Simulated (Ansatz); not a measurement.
# InP (Fm-3m) in Ansatz: relaxation of cell and atoms with RPBE

Aim: the relaxation of cell and atoms of InP with RPBE.

Program: Ansatz 0.2.0. These are calculated values, not measurements. Logs are shortened: lines on timing, memory, paths and dates and some standing lists are left out, and cuts for length are marked.

**1. Starting point**

It takes space group Fm-3m (No. 225, cubic). The conventional cell has a = 5.538 Å, b = 5.538 Å, c = 5.538 Å, α = 90.00°, β = 90.00°, γ = 90.00°. In (site symmetry m-3m) has 6 P at 2.77 Å as nearest neighbours. P (site symmetry m-3m) is surrounded by 6 In at 2.77 Å.

Measurements of this composition are mostly on another form, of space group No. 216.

**2. Relaxation of cell and atoms, RPBE**

input.yaml

```yaml
crystal:
  lattice:
    - [0.0, 2.768834, 2.768834]
    - [2.768834, 0.0, 2.768834]
    - [2.768834, 2.768834, 0.0]
  atoms:
    - { symbol: In, position: [0.0, 0.0, 0.0] }
    - { symbol: P, position: [0.5, 0.5, 0.5] }
hamiltonian:
  xc: rpbe
  pseudopotentials: { kind: paw }
kpoints:
  mp_grid: { grid: [8, 8, 8] }
scf:
  occupations: { method: fermi_dirac, width: 0.05 }
output:
  forces: true
  stress: true
  eigenvalues: true
relax:
  f_tol: 0.01
  max_steps: 40
  cell: { stress_tol: 0.05 }
```

Potentials or basis: Ansatz PAW.

Command:

```console
> ansatz run input.yaml --threads 2 --pin off --max-ram 5632MiB --backend cpu --events-out ev --progress --plain --runs-dir out
```

The log of the run:

```text
Warning: RAYON_NUM_THREADS=2 ignored (pool sized by the plan → 2); use --threads N
Engine: ansatz 0.2.0, aarch64-unknown-linux-gnu
Pseudopotentials: kind: paw
Pseudopotential: In, paw, valence charge 13, recommended cutoff 420 eV (normal), In.paw.azcp
Pseudopotential: P, paw, valence charge 5, recommended cutoff 420 eV (normal), P.paw.azcp
Functional definition: RPBE
  parameter kappa = 0.804
  parameter beta = 0.06672455060314922
  exchange = rpbe_x(kappa = kappa, mu = beta*pi^2/3)
  correlation = pbe_c(beta = beta)
Crystal: 2 atoms, lattice volume = 42.454 Å³
Basis set: ecut = 420 eV, 869 PW (Γ), exchange–correlation on 54×54×54 points (8 copies of the dense FFT grid, shifted against one another)
Bands: 13, of which v1, the nominal top of the filled ones, is band 9 counted from 1 (8 counted from 0)
Symmetry: 48 space group operations
Space group: Fm-3m (ITA 225), of the structure as read, at distance tolerance 3.5e-5 Å
k-points: 29 of 512
Non-local potential: In, projectors of the file, l = 0: 2, l = 1: 2, l = 2: 2, l = 3: 2
Non-local potential: P, projectors of the file, l = 0: 2, l = 1: 2, l = 2: 2
PAW form: soft (Blöchl's): semilocal exchange-correlation on the pseudo side does not see the compensation charge
PAW frozen core: In, regenerated for the run's functional, and the local potential with it (the file was generated under x = pbe(κ = 0.804, μ = 0.2195149727645171), c = pbe(β = 0.06672455060314922))
PAW frozen core: P, regenerated for the run's functional, and the local potential with it (the file was generated under x = pbe(κ = 0.804, μ = 0.2195149727645171), c = pbe(β = 0.06672455060314922))
PAW one-centre angular grid: In, 590 points (default); XC on 64 Gauss nodes
PAW one-centre angular grid: P, 110 points (default); XC on 64 Gauss nodes
Initial density: superposition of atomic densities (neutral atoms: chi_scale 0, normalization atom), corrected by the library's trained network
Initial wavefunctions: pseudopotential atomic-orbital guess
Functional: x = rpbe, c = pbe(β = 0.06672455060314922)
SCF iter   1: F=—  HF=-6365.140199 eV  |F-HF|=—  |Δ(HF+E_count)|=         —  Δρ=3.99e-3  dr2=4.13e-3  ethr=1.77e-3  ⟨swp⟩=6.2  Hψ=2468  notcnv=0
preconditioner: auto → Kerker (q_TF=auto, 2.365 Å⁻¹)  [metal: Δε(μ)=0.036 eV  Ē_g=14.849 eV  σ=0.050 eV  W_gap=0.17  n_scr=14 (ndim 8)  ℏωp=24.2 eV  f_vac=0.000  D(μ)=1.30/eV (n_scr^D=14)]
SCF iter   2: F=—  HF=-6365.138625 eV  |F-HF|=—  |Δ(HF+E_count)|=   1.57e-3  Δρ=1.50e-3  dr2=6.99e-4  ethr=2.29e-5  ⟨swp⟩=2.1  Hψ=868  notcnv=0
SCF iter   3: F=—  HF=-6365.138627 eV  |F-HF|=—  |Δ(HF+E_count)|=   2.53e-6  Δρ=6.89e-4  dr2=1.71e-4  ethr=3.88e-6  ⟨swp⟩=1.2  Hψ=391  notcnv=0
SCF iter   4: F=—  HF=-6365.138654 eV  |F-HF|=—  |Δ(HF+E_count)|=   2.64e-5  Δρ=1.24e-4  dr2=9.17e-6  ethr=9.53e-7  ⟨swp⟩=2.4  Hψ=498  notcnv=0
SCF iter   5: F=—  HF=-6365.138660 eV  |F-HF|=—  |Δ(HF+E_count)|=   6.44e-6  Δρ=4.12e-5  dr2=9.19e-7  ethr=5.09e-8  ⟨swp⟩=3.0  Hψ=674  notcnv=0
SCF iter   6: F=-6365.138661 eV  HF=-6365.138661 eV  |F-HF|=3.32e-8  |Δ(HF+E_count)|=   6.04e-7  Δρ=9.21e-6  dr2=3.84e-8  ethr=5.56e-10  ⟨swp⟩=4.9  Hψ=1990  notcnv=0
SCF 1 converged in 6 iterations: F = -6365.138661 eV  dr2 = 3.84e-8
relax step   1: F+E_penalty+E_count = -6365.13866093 eV  Δ(F+E_penalty+E_count) = +0.000e0 eV  max|allowed force component| = 1.422e-30 eV/Å  Δτ_max = 0.0000 Å  P = +1.829 GPa  Ω = 42.454 Å³  (6 SCF iters, dr2 threshold 1.00e-7 eV, accepted)
Crystal: 2 atoms, lattice volume = 44.227 Å³
Initial density: handed on by an earlier stage of this run
Initial wavefunctions: those handed on with the density
iter 1 solved again at ethr=1.70e-5 eV; its pass at ethr=3.10e-3 eV (dr2=3.07e-3 eV) is discarded
SCF iter   1: F=—  HF=-6365.142596 eV  |F-HF|=—  |Δ(HF+E_count)|=         —  Δρ=1.95e-3  dr2=3.01e-3  ethr=1.70e-5  ⟨swp⟩=2.0  Hψ=2870  notcnv=0
preconditioner: auto → Kerker (q_TF=auto, 2.349 Å⁻¹)  [metal: Δε(μ)=0.074 eV  Ē_g=14.659 eV  σ=0.050 eV  W_gap=0.35  n_scr=14 (ndim 8)  ℏωp=23.7 eV  f_vac=0.000  D(μ)=1.48/eV (n_scr^D=14)]
SCF iter   2: F=—  HF=-6365.142004 eV  |F-HF|=—  |Δ(HF+E_count)|=   5.92e-4  Δρ=1.02e-3  dr2=7.50e-4  ethr=1.67e-5  ⟨swp⟩=1.1  Hψ=379  notcnv=0
SCF iter   3: F=—  HF=-6365.141925 eV  |F-HF|=—  |Δ(HF+E_count)|=   7.86e-5  Δρ=2.29e-4  dr2=2.26e-5  ethr=4.17e-6  ⟨swp⟩=2.0  Hψ=479  notcnv=0
SCF iter   4: F=—  HF=-6365.141959 eV  |F-HF|=—  |Δ(HF+E_count)|=   3.36e-5  Δρ=5.99e-5  dr2=2.04e-6  ethr=1.26e-7  ⟨swp⟩=2.0  Hψ=503  notcnv=0
SCF iter   5: F=—  HF=-6365.141962 eV  |F-HF|=—  |Δ(HF+E_count)|=   3.17e-6  Δρ=2.01e-5  dr2=2.53e-7  ethr=1.11e-9  ⟨swp⟩=7.7  Hψ=2070  notcnv=0
SCF iter   6: F=-6365.141962 eV  HF=-6365.141962 eV  |F-HF|=5.43e-9  |Δ(HF+E_count)|=   4.16e-7  Δρ=4.61e-6  dr2=1.04e-8  ethr=1.11e-9  ⟨swp⟩=5.8  Hψ=1639  notcnv=0
SCF 2 converged in 6 iterations: F = -6365.141962 eV  dr2 = 1.04e-8
relax step   2: F+E_penalty+E_count = -6365.14196243 eV  Δ(F+E_penalty+E_count) = -3.302e-3 eV  max|allowed force component| = 1.265e-30 eV/Å  Δτ_max = 0.0000 Å  P = -1.016 GPa  Ω = 44.227 Å³  energy of the carried Pulay correction = -5.565e-4 eV  (6 SCF iters, dr2 threshold 2.00e-7 eV, accepted)
Crystal: 2 atoms, lattice volume = 43.577 Å³
iter 1 solved again at ethr=1.85e-6 eV; its pass at ethr=3.10e-3 eV (dr2=3.32e-4 eV) is discarded
SCF iter   1: F=—  HF=-6365.144447 eV  |F-HF|=—  |Δ(HF+E_count)|=         —  Δρ=6.86e-4  dr2=3.59e-4  ethr=1.85e-6  ⟨swp⟩=2.3  Hψ=2749  notcnv=0
preconditioner: auto → Kerker (q_TF=auto, 2.354 Å⁻¹)  [metal: Δε(μ)=0.040 eV  Ē_g=14.700 eV  σ=0.050 eV  W_gap=0.20  n_scr=14 (ndim 8)  ℏωp=23.9 eV  f_vac=0.000  D(μ)=1.33/eV (n_scr^D=14)]
SCF iter   2: F=—  HF=-6365.144373 eV  |F-HF|=—  |Δ(HF+E_count)|=   7.33e-5  Δρ=3.68e-4  dr2=9.64e-5  ethr=1.85e-6  ⟨swp⟩=1.1  Hψ=382  notcnv=0
SCF iter   3: F=—  HF=-6365.144359 eV  |F-HF|=—  |Δ(HF+E_count)|=   1.42e-5  Δρ=7.81e-5  dr2=2.12e-6  ethr=5.35e-7  ⟨swp⟩=2.0  Hψ=479  notcnv=0
SCF iter   4: F=—  HF=-6365.144362 eV  |F-HF|=—  |Δ(HF+E_count)|=   2.90e-6  Δρ=2.06e-5  dr2=2.78e-7  ethr=1.11e-9  ⟨swp⟩=7.3  Hψ=2048  notcnv=0
SCF iter   5: F=-6365.144362 eV  HF=-6365.144362 eV  |F-HF|=2.91e-8  |Δ(HF+E_count)|=   2.91e-7  Δρ=6.37e-6  dr2=2.32e-8  ethr=1.11e-9  ⟨swp⟩=5.9  Hψ=1640  notcnv=0
SCF 3 converged in 5 iterations: F = -6365.144362 eV  dr2 = 2.32e-8
relax step   3: F+E_penalty+E_count = -6365.14436247 eV  Δ(F+E_penalty+E_count) = -2.400e-3 eV  max|allowed force component| = 1.223e-29 eV/Å  Δτ_max = 0.0000 Å  P = -0.053 GPa  Ω = 43.577 Å³  energy of the carried Pulay correction = -3.552e-4 eV  (5 SCF iters, dr2 threshold 2.00e-7 eV, accepted)
Crystal: 2 atoms, lattice volume = 43.544 Å³
iter 1 solved again at ethr=6.11e-9 eV; its pass at ethr=3.10e-3 eV (dr2=1.10e-6 eV) is discarded
SCF iter   1: F=—  HF=-6365.144378 eV  |F-HF|=—  |Δ(HF+E_count)|=         —  Δρ=3.60e-5  dr2=1.02e-6  ethr=6.11e-9  ⟨swp⟩=2.8  Hψ=2637  notcnv=0
preconditioner: auto → Kerker (q_TF=auto, 2.355 Å⁻¹)  [metal: Δε(μ)=0.046 eV  Ē_g=14.709 eV  σ=0.050 eV  W_gap=0.22  n_scr=14 (ndim 8)  ℏωp=23.9 eV  f_vac=0.000  D(μ)=1.35/eV (n_scr^D=14)]
SCF iter   2: F=—  HF=-6365.144379 eV  |F-HF|=—  |Δ(HF+E_count)|=   6.02e-7  Δρ=1.96e-5  dr2=2.75e-7  ethr=5.69e-9  ⟨swp⟩=1.1  Hψ=381  notcnv=0
SCF iter   3: F=—  HF=-6365.144379 eV  |F-HF|=—  |Δ(HF+E_count)|=   2.23e-8  Δρ=5.48e-6  dr2=1.61e-8  ethr=1.53e-9  ⟨swp⟩=2.0  Hψ=466  notcnv=0
SCF iter   4: F=-6365.144379 eV  HF=-6365.144379 eV  |F-HF|=1.21e-9  |Δ(HF+E_count)|=   2.10e-8  Δρ=1.57e-6  dr2=1.60e-9  ethr=3.93e-11  ⟨swp⟩=5.9  Hψ=1658  notcnv=0
SCF 4 converged in 4 iterations: F = -6365.144379 eV  dr2 = 1.60e-9
relax step   4: F+E_penalty+E_count = -6365.14437865 eV  Δ(F+E_penalty+E_count) = -1.618e-5 eV  max|allowed force component| = 9.729e-30 eV/Å  Δτ_max = 0.0000 Å  P = -0.001 GPa  Ω = 43.544 Å³  energy of the carried Pulay correction = -3.448e-4 eV  (4 SCF iters, dr2 threshold 7.07e-9 eV, accepted)
Initial wavefunctions: pseudopotential atomic-orbital guess (no wavefunctions were taken with the density)
iter 1 solved again at ethr=6.62e-7 eV; its pass at ethr=3.10e-3 eV (dr2=1.19e-4 eV) is discarded
SCF iter   1: F=—  HF=-6365.144712 eV  |F-HF|=—  |Δ(HF+E_count)|=         —  Δρ=4.78e-5  dr2=1.83e-7  ethr=6.62e-7  ⟨swp⟩=3.2  Hψ=3333  notcnv=0
eigensolver tolerance schedule: the retry pair's looser diagonalisation over-reported the residual by 648.52 of it (diagonalisation noise at 0.16 of the residual, at the tolerance the schedule requests for it); recorded, not acted on — ethr = c·dr2/N_el stays at c = 1.0e-1
preconditioner: auto → Kerker (q_TF=auto, 2.355 Å⁻¹)  [metal: Δε(μ)=0.046 eV  Ē_g=14.710 eV  σ=0.050 eV  W_gap=0.22  n_scr=14 (ndim 8)  ℏωp=23.9 eV  f_vac=0.000  D(μ)=1.35/eV (n_scr^D=14)]
SCF iter   2: F=—  HF=-6365.144713 eV  |F-HF|=—  |Δ(HF+E_count)|=   1.00e-6  Δρ=2.21e-5  dr2=3.92e-8  ethr=1.02e-9  ⟨swp⟩=2.6  Hψ=686  notcnv=0
SCF iter   3: F=—  HF=-6365.144714 eV  |F-HF|=—  |Δ(HF+E_count)|=   2.20e-7  Δρ=6.90e-6  dr2=5.97e-9  ethr=2.18e-10  ⟨swp⟩=3.0  Hψ=670  notcnv=0
SCF iter   4: F=—  HF=-6365.144714 eV  |F-HF|=—  |Δ(HF+E_count)|=   1.70e-8  Δρ=6.27e-7  dr2=1.89e-10  ethr=3.31e-11  ⟨swp⟩=3.0  Hψ=672  notcnv=0
SCF iter   5: F=—  HF=-6365.144714 eV  |F-HF|=—  |Δ(HF+E_count)|=  1.45e-10  Δρ=2.12e-7  dr2=2.30e-11  ethr=1.00e-12  ⟨swp⟩=8.0  Hψ=2188  notcnv=0
SCF iter   6: F=-6365.144714 eV  HF=-6365.144714 eV  |F-HF|=9.09e-13  |Δ(HF+E_count)|=  2.73e-11  Δρ=4.27e-8  dr2=8.45e-13  ethr=1.00e-12  ⟨swp⟩=5.8  Hψ=1467  notcnv=0
SCF 5 converged in 6 iterations: F = -6365.144714 eV  dr2 = 8.45e-13
relax step   5: F+E_penalty+E_count = -6365.14471355 eV  Δ(F+E_penalty+E_count) = -3.349e-4 eV  max|allowed force component| = 1.236e-29 eV/Å  Δτ_max = 0.0000 Å  P = -0.002 GPa  Ω = 43.544 Å³  stress off target by 1.50e-3 GPa  SCF on the basis re-selected at this cell (its energy is not comparable with the rows above)  (6 SCF iters)
basis re-selected at this cell: Δ(F+E_penalty+E_count) = -3.349e-4 eV, ΔP = -0.000 GPa vs the last step (what re-selecting the basis moved, of the pressure what is left beyond the Pulay correction that the steps carried, after the strain that the cell walked since its last selection, with what the two solves' SCF thresholds leave and, on support functions, any second-order correction that the steps lacked; it is no measure of the basis error at this ecutwfc). This SCF's stress stands 1.50e-3 GPa from its target on what of the cell is left free (relax.cell.stress_tol is 5.00e-2 GPa) and its largest allowed force component is 1.24e-29 eV/Å (relax.f_tol is 1.00e-2 eV/Å): within both
SCF converged after 6 iterations
Free energy (F): -6365.144714 eV
Harris-Foulkes:  -6365.144714 eV  (|F-HF|=9.09e-13)
Internal energy: -6365.133753 eV  (E = F + TS)
E sigma→0 (E₀):  -6365.139233 eV
Entropy (-TS):   -0.010961 eV (-5.480 meV/atom)
Fermi energy:    9.043839 eV
--- Per-component energies (eV) ---
  E_band       = -17.887234
  E_kinetic    = 310.917159
  E_local      = -1210.165434  (includes V_loc(G=0)·N_el)
  E_nonlocal   = 400.782189
  E_hartree    = 475.299148
  E_xc         = -276.081247
  E_vxc        = -158.059678  (∫ρ·V_xc dr)
  E_paw        = -4736.574361  (= ΣΔE_a)
  E_vpaw       = -311.959791  (= ΣTr[D̂ρ^β])
  E_aug_tail   = 0.000029  (compensation charges beyond the density's cutoff)
  E_ewald      = -1329.348043
  E_core_change = 0.036806  (= ΣΔE_core)
  E_smearing   = -0.010961  (= −TS)
  E_closure    = -0.000000  (closes the sum)
  Σ components = -6365.144714   (vs F -6365.144714, Δ=0.00e0)
--- Forces (eV/Å), atoms counted from 1 ---
  atom   1  In     0.00000000    -0.00000000    -0.00000000
  atom   2  P     -0.00000000     0.00000000     0.00000000
  max |Σ_I F_I| component: 1.74e-29 eV/Å
--- Stress (GPa, compression-positive) ---
       -0.001503      -0.000000      -0.000000
       -0.000000      -0.001503      -0.000000
       -0.000000      -0.000000      -0.001503
  P = ⅓ Tr σ = -0.0015 GPa (-0.015 kbar)
--- Band table (eV; the first three rows and the last of 29) ---
  k-point 0: bands = ["-5.3291", "-5.3291", "-5.3140", "-5.3140", "-5.3140", "-2.8654", "8.6859", "8.6859", "8.6859", "9.3657", "16.0073", "16.0073", "16.0073"]
  k-point 1: bands = ["-5.3361", "-5.3361", "-5.3142", "-5.3044", "-5.3044", "-2.6772", "6.9866", "8.7153", "8.7153", "10.7746", "15.0685", "15.5091", "15.5091"]
  k-point 2: bands = ["-5.3561", "-5.3561", "-5.3162", "-5.2779", "-5.2779", "-2.1351", "4.9939", "8.8174", "8.8174", "11.6482", "13.9654", "13.9654", "14.2984"]
  k-point 28: bands = ["-5.5287", "-5.3324", "-5.2912", "-5.2912", "-5.2121", "0.1851", "4.3474", "5.2021", "5.2021", "11.2634", "13.5084", "15.6522", "15.6522"]
--- Relaxed structure (4 steps of the walk, 4 accepted, 1 SCFs on fresh bases) ---
  F+E_penalty+E_count = -6365.14471355 eV   max|allowed force component| = 1.236e-29 eV/Å   (the final SCF, on the basis selected at the relaxed cell)
  cell:  # Å, volume = 43.5439 Å³
    - [-1.393248597049535e-34, 2.792324623970581, 2.792324623970581]
    - [2.792324623970581, -1.9346490638530578e-34, 2.792324623970581]
    - [2.792324623970581, 2.792324623970581, -1.8152090886367145e-34]
  atoms:
    - { symbol: In, position: [-4.075631030181493e-37, -2.6153420307738086e-48, 5.4341747069103746e-37] }
    - { symbol: P, position: [0.5000000000000001, 0.5000000000000001, 0.5000000000000001] }
```

It took 4.3 s on 2 threads of Arm Neoverse V1, shared host; peak memory 0.31 GiB.

Results:

```yaml
Free_energy: -6365.1447 eV
Relaxed_volume: 21.77 Å³/atom
Relaxed_cell: a = 3.949 Å, b = 3.949 Å, c = 3.949 Å, α = 60.00°, β = 60.00°, γ = 60.00°
Space_group_after_relaxing_to_0.05_Å: Fm-3m (No. 225)
Energy_gained_by_relaxing: 3.0 meV/atom
Ionic_steps: 5
Pressure_after_relaxing: 0.0 GPa
Band_gap_on_the_k_mesh: none (metal or under the smearing width)
```

Step by step:
```
step  energy change (eV)  largest force (eV/Å)  volume (Å³)
   1              0.0000                0.0000        42.45
   2             -0.0033                0.0000        44.23
   3             -0.0057                0.0000        43.58
   4             -0.0057                0.0000        43.54
   5             -0.0061                0.0000        43.54
```

Final structure:
```yaml
crystal:
  lattice:
    - [0.00000, 2.79232, 2.79232]
    - [2.79232, 0.00000, 2.79232]
    - [2.79232, 2.79232, 0.00000]
  atoms:
    - { symbol: In, position: [0.00000, 0.00000, 0.00000] }
    - { symbol: P, position: [0.50000, 0.50000, 0.50000] }
```

Caveat: the plane-wave basis is chosen anew once the cell has moved, so the energies of steps on either side of that aren't comparable; the PAW data sets come from PBE, with cores solved anew for the run's functional, which leaves a small shift of forces and pressure.
